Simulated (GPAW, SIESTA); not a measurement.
This is a calculation of SiC for SIESTA 5.4.2. The cell is a database's computed one, not the measured one.

File SiC.fdf:

```
SystemName                      SiC
SystemLabel                     SiC
NumberOfSpecies                 2
NumberOfAtoms                   8
%block ChemicalSpeciesLabel
  1  14 Si
  2   6 C
%endblock ChemicalSpeciesLabel

LatticeConstant                 1.0 Ang
%block LatticeVectors
     3.0756941497     0.0000000000     0.0000000000
    -1.5378470748     2.6636292679     0.0000000000
     0.0000000000     0.0000000000    10.0706464800
%endblock LatticeVectors
AtomicCoordinatesFormat         Fractional
%block AtomicCoordinatesAndAtomicSpecies
     0.0000000000     0.0000000000     0.1878943800  1  Si
     0.0000000000     0.0000000000     0.6878943800  1  Si
     0.3333333333     0.6666666667     0.4378419800  1  Si
     0.6666666667     0.3333333333     0.9378419800  1  Si
     0.0000000000     0.0000000000     0.0004600500  2  C
     0.0000000000     0.0000000000     0.5004600500  2  C
     0.3333333333     0.6666666667     0.2498025900  2  C
     0.6666666667     0.3333333333     0.7498025900  2  C
%endblock AtomicCoordinatesAndAtomicSpecies

%block kgrid.MonkhorstPack
   10   0   0  0.0
    0  10   0  0.0
    0   0   3  0.0
%endblock kgrid.MonkhorstPack
XC.Functional                   GGA
XC.Authors                      PBE
PAO.BasisSize                   DZP
PAO.EnergyShift                 0.003 Ry
Mesh.Cutoff                     500 Ry
OccupationFunction              FD
ElectronicTemperature           0.05 eV
MaxSCFIterations                120
SCF.MustConverge                false
SCF.Mixer.Method                Pulay
SCF.Mixer.Weight                0.25
SCF.Mixer.History               8
SCF.DM.Tolerance                5.0e-05
SCF.H.Tolerance                 1.0e-03 eV
WriteForces                     true
Charge.Mulliken                 end
Charge.Hirshfeld                end
Charge.Voronoi                  end
SaveRho                         true
SaveElectrostaticPotential      true
```

Potentials or basis: PseudoDojo 0.4 standard (PBE files), converted to PSML, two zetas on semicore shells, DZP (energy shift 0.003 Ry).

Command:

```bash
$ siesta < SiC.fdf > SiC.out 2>&1
```

**Question.** Set up the same calculation for GPAW 26.7.0 (ASE script). Potentials or basis there: GPAW PAW data sets (gpaw-data 1.2.1), cutoff 800 eV.

**Answer.** As run (cutoffs and basis follow the program's own potentials, and thresholds, step limits or extra output files can differ):

File run.py:

```python
from ase import Atoms
from ase.dft.bandgap import bandgap
from ase.io import write
from ase.units import GPa
from gpaw import GPAW, PW

atoms = Atoms(['Si', 'Si', 'Si', 'Si', 'C', 'C', 'C', 'C'],
              cell=[[3.0756941497, 0.0, 0.0],
                    [-1.5378470748, 2.6636292679, 0.0],
                    [0.0, 0.0, 10.07064648]],
              scaled_positions=[[0.0, 0.0, 0.18789438],
                                [0.0, 0.0, 0.68789438],
                                [0.3333333333, 0.6666666667, 0.43784198],
                                [0.6666666667, 0.3333333333, 0.93784198],
                                [0.0, 0.0, 0.00046005],
                                [0.0, 0.0, 0.50046005],
                                [0.3333333333, 0.6666666667, 0.24980259],
                                [0.6666666667, 0.3333333333, 0.74980259]],
              pbc=True)

calc = GPAW(mode=PW(800),
            xc='PBE',
            kpts={'size': (10, 10, 3), 'gamma': True},
            occupations={'name': 'fermi-dirac', 'width': 0.05},
            nbands=32,
            convergence={'density': 1e-05, 'energy': 1e-05},
            maxiter=150,
            txt='gpaw.txt')
atoms.calc = calc
energy = atoms.get_potential_energy()
forces = atoms.get_forces()
stress = atoms.get_stress()
calc.write('gs.gpw')
write('result.traj', atoms)
print(f'Energy: {energy:.6f} eV')
print('Forces (eV/A):')
print(forces.round(4))
print('Stress (GPa):', (stress / GPa).round(3))
print('Fermi level:', round(calc.get_fermi_level(), 4), 'eV')
print(f'Gap: {bandgap(calc)[0]:.4f} eV, direct: {bandgap(calc, direct=True)[0]:.4f} eV')
```

Potentials or basis: GPAW PAW data sets (gpaw-data 1.2.1), pw.

The run is started by

```sh
$ OMP_NUM_THREADS=1 python run.py
```

Both were run:

|  | SIESTA | GPAW |
| --- | --- | --- |
| Pressure | 6.9 GPa | 5.2 GPa |

Pressure is positive in compression.
